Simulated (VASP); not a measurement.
# PtS2 (P-3m1) in VASP: notebook, part 2 of 3

VASP 6.6.1. Earlier steps stand in the parts before.

## 4. G0W0 quasiparticle levels, PBE

The input, POSCAR:

```
PtS2
1.0
    3.5432000000      0.0000000000      0.0000000000
   -1.7716000000      3.0685012107      0.0000000000
    0.0000000000      0.0000000000      5.0388000000
Pt S
1 2
Direct
    0.0000000000      0.0000000000      0.0000000000
    0.6666666667      0.3333333333      0.7730000000
    0.3333333333      0.6666666667      0.2270000000
```

The input, INCAR.step1:

```
ALGO = Normal
EDIFF = 1E-8
ENCUT = 450
GGA = PE
ISMEAR = 0
LASPH = T
LCHARG = F
LREAL = F
LWAVE = T
NELM = 80
PREC = Accurate
SIGMA = 0.01
```

The input, INCAR.step2:

```
ALGO = Exact
EDIFF = 1E-8
ENCUT = 450
GGA = PE
ISMEAR = 0
ISTART = 1
LASPH = T
LCHARG = F
LOPTICS = T
LREAL = F
LWAVE = T
NBANDS = 142
NELM = 1
PREC = Accurate
SIGMA = 0.01
```

The input, INCAR.step3:

```
ALGO = EVGW0
EDIFF = 1E-8
ENCUT = 450
ENCUTGW = 100
GGA = PE
ISMEAR = 0
ISTART = 1
LASPH = T
LCHARG = F
LREAL = F
LWAVE = F
NBANDS = 142
NBANDSGW = 19
NELMGW = 1
NOMEGA = 48
PREC = Accurate
PRECFOCK = Fast
SIGMA = 0.01
```

The input, KPOINTS:

```
k-points
0
Gamma
  3 3 2
```

Potentials or basis: VASP PAW PBE potentials, release 64 (Pt_GW, S_GW).

Command:

```bash
$ cat potpaw_PBE.64/Pt_GW/POTCAR potpaw_PBE.64/S_GW/POTCAR > POTCAR
$ cp INCAR.step1 INCAR
$ mpirun -np 1 vasp_std > vasp.out
$ cp INCAR.step2 INCAR
$ mpirun -np 1 vasp_std > vasp.out
$ cp INCAR.step3 INCAR
$ mpirun -np 1 vasp_std > vasp.out
```

OUTCAR:

```text
EDIFF = 1E-8
   ENCUT = 450
   ENCUTGW = 100
   GGA = PE
   ISMEAR = 0
   ISTART = 1
   LASPH = T
   LREAL = F
   NELMGW = 1
   PREC = Accurate
   PRECFOCK = Fast

 Found      6 irreducible k-points:

 Following reciprocal coordinates:
            Coordinates               Weight
  0.000000  0.000000  0.000000      1.000000
  0.333333 -0.000000  0.000000      6.000000
  0.333333  0.333333  0.000000      2.000000
  0.000000  0.000000  0.500000      1.000000
  0.333333 -0.000000  0.500000      6.000000
  0.333333  0.333333  0.500000      2.000000
   k-points           NKPTS =      6   k-points in BZ     NKDIM =     18   number of bands    NBANDS=    142
   number of dos      NEDOS =    301   number of ions     NIONS =      3
   total plane-waves  NPLWV =  28224
   dimension x,y,z NGX =    28 NGY =   28 NGZ =   36
   dimension x,y,z NGXF=    56 NGYF=   56 NGZF=   72
   ions per type =               1   2
   NGX,Y,Z   is equivalent  to a cutoff of  13.14, 13.14, 11.88 a.u.
   NGXF,Y,Z  is equivalent  to a cutoff of  26.28, 26.28, 23.76 a.u.
 SYSTEM =  unknown system
   PREC   = accura    normal or accurate (medium, high low for compatibility)
   ISTART =      1    job   : 0-new  1-cont  2-samecut
   ICHARG =      0    charge: 1-file 2-atom 10-const
   ISPIN  =      1    spin polarized calculation?
   LNONCOLLINEAR =      F non collinear calculations
   LSORBIT =      F    spin-orbit coupling
   LASPH  =      T    aspherical Exc in radial PAW
   ENCUT  =  450.0 eV  33.07 Ry    5.75 a.u.   6.13  6.13  8.72*2*pi/ulx,y,z
   NELM   =     60;   NELMIN=  2; NELMDL=  0     # of ELM steps
   EDIFF  = 0.1E-07   stopping-criterion for ELM
   LREAL  =      F    real-space projection
   EDIFFG = 0.1E-06   stopping-criterion for IOM
   NSW    =      0    number of steps for IOM
   IBRION =     -1    ionic relax: 0-MD 1-quasi-New 2-CG
   NFREE  =      0    steps in history (QN), initial steepest desc. (CG)
   ISIF   =      0    stress and relaxation
   ISYM   =      3    0-nonsym 1-usesym 2-fastsym
   POTIM  = 0.5000    time-step for ionic-motion
   TEBEG  =    0.0;   TEEND  =   0.0 temperature during run
   PSTRESS=    0.0 pullay stress
   NELECT =      22.0000    total number of electrons
   NUPDOWN=      -1.0000    fix difference up-down
   EMIN   =  10.00;   EMAX   =-10.00  energy-range for DOS
   EFERMI =   0.00;   METHOD = LEGACY
   ISMEAR =     0;   SIGMA  =   0.01  broadening in eV -4-tet -1-fermi 0-gaus
   EFERMI_NEDOS =   21; number of points for ismear=-14 and -15
   IALGO  =     38    algorithm
   IMIX   =      4    mixing-type and parameters
     AMIX     =   0.40;   BMIX     =  1.00
     AMIX_MAG =   1.60;   BMIX_MAG =  1.00
  volume/ion in A,a.u.               =      18.26       123.23
  Fermi-wavevector in a.u.,A,eV,Ry     =   1.207812  2.282434 19.848315  1.458810
  Thomas-Fermi vector in A             =   2.343439
   LORBIT       =      0    0 simple, 1 ext, 2 COOP (PROOUT), +10 PAW based schemes
   GGA     = PE    functional components
   LHFCALC =     T    Hartree Fock is set to
   PRECFOCK=fast      Normal, Fast or Accurate (Low or Medium for compatibility)
   ENCUT4O =  -1.0   cutoff for four orbital integrals eV
   NKREDX  =     1    reduce k-point grid by
   NKREDY  =     1    reduce k-point grid by
   NKREDZ  =     1    reduce k-point grid by
   AEXX    =    1.0000 exact exchange contribution
   HFSCREEN=    0.0000 screening length (either q_TF or 0.3 A-1)
   HFSCREENC=   0.0000 screening length for correlation (either q_TF or 0.3 A-1)
   ENCUTFOCK=  -1.0 apply spherical cutoff to Coloumb kernel
   IVDW    =     0    specifies the selected vdW correction
   LEPSILON=     F    determine dielectric tensor
   LRPA    =     F    only Hartree local field effects (RPA)
   LRPAFORCE           =     F    calculate RPA forces
   ENCUTGW             = 100.0    cutoff for response function in eV
   ENCUTGWSOFT         =  80.0    soft cutoff for Coulomb kernel in GW response function in eV
   ENCUTLF             =  -1.0    cutoff for local field effects
   NELMGW              =     1    number of iterations in solving QP/BSE equation
   NELMHF              =     1    number of iterations in the inner HF iteration
   NKREDLFX            =     1    NKREDLFY  =   1   NKREDLFZ  =   1
 non-spin polarized calculation
 Gauss-broadening in eV      SIGMA  =   0.01
  energy-cutoff  :      450.00
  volume of cell :       54.78
 maximum number of plane-waves:      1206
 NGX is ok and might be reduce to    28
  NGX = 14; NGY = 14; NGZ = 20
   NGX = 13   NGY = 13   NGZ = 17
 maximum number of plane-waves:       123
 NGX is ok and might be reduce to    14

 QP shifts <psi_nk| G(iteration)W_0 |psi_nk>: iteration 1
 for sc-GW calculations column KS-energies equals QP-energies in previous step
 and V_xc(KS)=  KS-energies - (<T + V_ion + V_H > + <T+V_H+V_ion>^1  + <V_x>^1)

 k-point   1 :       0.0000    0.0000    0.0000
  band No.  KS-energies  QP-energies   sigma(KS)   V_xc(KS)     V^pw_x(r,r')   Z            occupation Imag(sigma)

      1      -8.8583      -8.9188     -13.2584     -13.1655     -21.5013       0.6515       2.0000       1.5064
      2      -5.6146      -5.8490     -14.3616     -14.0187     -21.2108       0.6836       2.0000       0.9836
      3      -0.3200      -0.7295     -13.7239     -13.1494     -18.0534       0.7129       2.0000       0.4715
      4      -0.3200      -0.7295     -13.7239     -13.1494     -18.0534       0.7129       2.0000       0.4715
      5      -0.2003      -0.7010     -12.6940     -11.9905     -17.6611       0.7117       2.0000       0.7131
      6       2.7428       2.2357     -13.6349     -12.9259     -18.0349       0.7152       2.0000       0.2569
[... 11 lines left out ...]
     18      18.6470      19.1592     -11.0362     -11.6953      -5.1189       0.7771       0.0000      -0.4845
     19      19.2651      19.8065     -11.6505     -12.3676      -5.7558       0.7550       0.0000      -0.4748
[... 96 lines left out ...]
      1      -6.5646      -6.7675     -14.2205     -13.9108     -21.4620       0.6553       2.0000       1.0190
      2      -6.5646      -6.7675     -14.2205     -13.9108     -21.4620       0.6553       2.0000       1.0190
      3       0.1604      -0.3813     -12.9983     -12.2549     -17.2951       0.7286       2.0000       0.4751
      4       0.1604      -0.3813     -12.9983     -12.2549     -17.2951       0.7286       2.0000       0.4751
      5       0.2052      -0.2188     -13.3636     -12.7892     -17.2706       0.7380       2.0000       0.4947
      6       2.3307       1.9630     -13.7683     -13.2671     -17.4454       0.7337       2.0000       0.3496
[... 11 lines left out ...]
     18      17.2992      17.6436     -10.7006     -11.1543      -5.1629       0.7590       0.0000      -0.3101
     19      17.2992      17.6436     -10.7006     -11.1543      -5.1629       0.7590       0.0000      -0.3101
```

Run time: 96 s. Hardware: 1 thread of Intel Xeon Platinum 8488C (Sapphire Rapids), shared host; peak memory 0.38 GiB.

These settings aren't checked as converged: the numbers below hold their error.

Results:

```yaml
Band_gap_on_the_k_mesh_mean-field_level: 1.18 eV, indirect (least direct gap 2.40 eV)
Quasiparticle_gap: 1.70 eV
Least_direct_quasiparticle_gap: 3.05 eV
```

Caveat: the k mesh is coarse (spacing up to 0.68 Å⁻¹), so the values aren't converged; bands, screening cutoff and mesh are small and nothing is extrapolated, so the quasiparticle values aren't converged; spin-orbit coupling is left out, which moves the levels of the heavy elements; an odd mesh through Γ misses points on the zone boundary, where band edges often lie.

## 5. G0W0 quasiparticle levels, PBE

POSCAR is that of step 4.

INCAR.step1 is that of step 4.

INCAR.step2 is that of step 4.

INCAR.step3: that of step 4 with these lines changed.

```diff
@@ -3,3 +3,3 @@
 ENCUT = 450
-ENCUTGW = 100
+ENCUTGW = 150
 GGA = PE
```

KPOINTS is that of step 4.

Potentials or basis: VASP PAW PBE potentials, release 64 (Pt_GW, S_GW).

Command:

```bash
$ cat potpaw_PBE.64/Pt_GW/POTCAR potpaw_PBE.64/S_GW/POTCAR > POTCAR
$ cp INCAR.step1 INCAR
$ mpirun -np 1 vasp_std > vasp.out
$ cp INCAR.step2 INCAR
$ mpirun -np 1 vasp_std > vasp.out
$ cp INCAR.step3 INCAR
$ mpirun -np 1 vasp_std > vasp.out
```

OUTCAR:

```text
EDIFF = 1E-8
   ENCUT = 450
   ENCUTGW = 150
   GGA = PE
   ISMEAR = 0
   ISTART = 1
   LASPH = T
   LREAL = F
   NELMGW = 1
   PREC = Accurate
   PRECFOCK = Fast

 Found      6 irreducible k-points:

 Following reciprocal coordinates:
            Coordinates               Weight
  0.000000  0.000000  0.000000      1.000000
  0.333333 -0.000000  0.000000      6.000000
  0.333333  0.333333  0.000000      2.000000
  0.000000  0.000000  0.500000      1.000000
  0.333333 -0.000000  0.500000      6.000000
  0.333333  0.333333  0.500000      2.000000
   k-points           NKPTS =      6   k-points in BZ     NKDIM =     18   number of bands    NBANDS=    142
   number of dos      NEDOS =    301   number of ions     NIONS =      3
   total plane-waves  NPLWV =  28224
   dimension x,y,z NGX =    28 NGY =   28 NGZ =   36
   dimension x,y,z NGXF=    56 NGYF=   56 NGZF=   72
   ions per type =               1   2
   NGX,Y,Z   is equivalent  to a cutoff of  13.14, 13.14, 11.88 a.u.
   NGXF,Y,Z  is equivalent  to a cutoff of  26.28, 26.28, 23.76 a.u.
 SYSTEM =  unknown system
   PREC   = accura    normal or accurate (medium, high low for compatibility)
   ISTART =      1    job   : 0-new  1-cont  2-samecut
   ICHARG =      0    charge: 1-file 2-atom 10-const
   ISPIN  =      1    spin polarized calculation?
   LNONCOLLINEAR =      F non collinear calculations
   LSORBIT =      F    spin-orbit coupling
   LASPH  =      T    aspherical Exc in radial PAW
   ENCUT  =  450.0 eV  33.07 Ry    5.75 a.u.   6.13  6.13  8.72*2*pi/ulx,y,z
   NELM   =     60;   NELMIN=  2; NELMDL=  0     # of ELM steps
   EDIFF  = 0.1E-07   stopping-criterion for ELM
   LREAL  =      F    real-space projection
   EDIFFG = 0.1E-06   stopping-criterion for IOM
   NSW    =      0    number of steps for IOM
   IBRION =     -1    ionic relax: 0-MD 1-quasi-New 2-CG
   NFREE  =      0    steps in history (QN), initial steepest desc. (CG)
   ISIF   =      0    stress and relaxation
   ISYM   =      3    0-nonsym 1-usesym 2-fastsym
   POTIM  = 0.5000    time-step for ionic-motion
   TEBEG  =    0.0;   TEEND  =   0.0 temperature during run
   PSTRESS=    0.0 pullay stress
   NELECT =      22.0000    total number of electrons
   NUPDOWN=      -1.0000    fix difference up-down
   EMIN   =  10.00;   EMAX   =-10.00  energy-range for DOS
   EFERMI =   0.00;   METHOD = LEGACY
   ISMEAR =     0;   SIGMA  =   0.01  broadening in eV -4-tet -1-fermi 0-gaus
   EFERMI_NEDOS =   21; number of points for ismear=-14 and -15
   IALGO  =     38    algorithm
   IMIX   =      4    mixing-type and parameters
     AMIX     =   0.40;   BMIX     =  1.00
     AMIX_MAG =   1.60;   BMIX_MAG =  1.00
  volume/ion in A,a.u.               =      18.26       123.23
  Fermi-wavevector in a.u.,A,eV,Ry     =   1.207812  2.282434 19.848315  1.458810
  Thomas-Fermi vector in A             =   2.343439
   LORBIT       =      0    0 simple, 1 ext, 2 COOP (PROOUT), +10 PAW based schemes
   GGA     = PE    functional components
   LHFCALC =     T    Hartree Fock is set to
   PRECFOCK=fast      Normal, Fast or Accurate (Low or Medium for compatibility)
   ENCUT4O =  -1.0   cutoff for four orbital integrals eV
   NKREDX  =     1    reduce k-point grid by
   NKREDY  =     1    reduce k-point grid by
   NKREDZ  =     1    reduce k-point grid by
   AEXX    =    1.0000 exact exchange contribution
   HFSCREEN=    0.0000 screening length (either q_TF or 0.3 A-1)
   HFSCREENC=   0.0000 screening length for correlation (either q_TF or 0.3 A-1)
   ENCUTFOCK=  -1.0 apply spherical cutoff to Coloumb kernel
   IVDW    =     0    specifies the selected vdW correction
   LEPSILON=     F    determine dielectric tensor
   LRPA    =     F    only Hartree local field effects (RPA)
   LRPAFORCE           =     F    calculate RPA forces
   ENCUTGW             = 150.0    cutoff for response function in eV
   ENCUTGWSOFT         = 120.0    soft cutoff for Coulomb kernel in GW response function in eV
   ENCUTLF             =  -1.0    cutoff for local field effects
   NELMGW              =     1    number of iterations in solving QP/BSE equation
   NELMHF              =     1    number of iterations in the inner HF iteration
   NKREDLFX            =     1    NKREDLFY  =   1   NKREDLFZ  =   1
 non-spin polarized calculation
 Gauss-broadening in eV      SIGMA  =   0.01
  energy-cutoff  :      450.00
  volume of cell :       54.78
 maximum number of plane-waves:      1206
 NGX is ok and might be reduce to    28
  NGX = 14; NGY = 14; NGZ = 20
   NGX = 13   NGY = 13   NGZ = 17
 maximum number of plane-waves:       250
 NGX is ok and might be reduce to    14

 QP shifts <psi_nk| G(iteration)W_0 |psi_nk>: iteration 1
 for sc-GW calculations column KS-energies equals QP-energies in previous step
 and V_xc(KS)=  KS-energies - (<T + V_ion + V_H > + <T+V_H+V_ion>^1  + <V_x>^1)

 k-point   1 :       0.0000    0.0000    0.0000
  band No.  KS-energies  QP-energies   sigma(KS)   V_xc(KS)     V^pw_x(r,r')   Z            occupation Imag(sigma)

      1      -8.8583      -9.0090     -13.3974     -13.1655     -21.5013       0.6500       2.0000       1.5010
      2      -5.6146      -5.9743     -14.5455     -14.0187     -21.2108       0.6828       2.0000       0.9764
      3      -0.3200      -0.7666     -13.7765     -13.1494     -18.0534       0.7122       2.0000       0.4856
      4      -0.3200      -0.7666     -13.7765     -13.1494     -18.0534       0.7122       2.0000       0.4856
      5      -0.2003      -0.7405     -12.7496     -11.9905     -17.6611       0.7116       2.0000       0.7197
      6       2.7428       2.2143     -13.6670     -12.9259     -18.0349       0.7130       2.0000       0.2576
[... 11 lines left out ...]
     18      18.6470      19.1209     -11.0846     -11.6953      -5.1189       0.7761       0.0000      -0.4944
     19      19.2651      19.7795     -11.6860     -12.3676      -5.7558       0.7548       0.0000      -0.4862
[... 96 lines left out ...]
      1      -6.5646      -6.8787     -14.3909     -13.9108     -21.4620       0.6543       2.0000       1.0171
      2      -6.5646      -6.8787     -14.3909     -13.9108     -21.4620       0.6543       2.0000       1.0171
      3       0.1604      -0.4165     -13.0472     -12.2549     -17.2951       0.7280       2.0000       0.4789
      4       0.1604      -0.4165     -13.0472     -12.2549     -17.2951       0.7280       2.0000       0.4789
      5       0.2052      -0.2870     -13.4564     -12.7892     -17.2706       0.7376       2.0000       0.4871
      6       2.3307       1.9121     -13.8397     -13.2671     -17.4454       0.7310       2.0000       0.3486
[... 11 lines left out ...]
     18      17.2992      17.6098     -10.7446     -11.1543      -5.1629       0.7581       0.0000      -0.3142
     19      17.2992      17.6098     -10.7446     -11.1543      -5.1629       0.7581       0.0000      -0.3142
```

It took 1.9 min on 1 thread of Intel Xeon Platinum 8488C (Sapphire Rapids), shared host; peak memory 0.38 GiB.

The run converged, but some of its settings lie outside the range that counts as converged, so its numbers aren't taken as properties of the crystal.

What came out:

* Band gap on the k mesh, mean-field level: 1.18 eV, indirect (least direct gap 2.40 eV)
* Quasiparticle gap: 1.76 eV
* Least direct quasiparticle gap: 3.09 eV

Caveat: the k mesh is coarse (spacing up to 0.68 Å⁻¹), so the values aren't converged; bands, screening cutoff and mesh are small and nothing is extrapolated, so the quasiparticle values aren't converged; spin-orbit coupling is left out, which moves the levels of the heavy elements; an odd mesh through Γ misses points on the zone boundary, where band edges often lie.

(Part 2 of 3 ends here.)
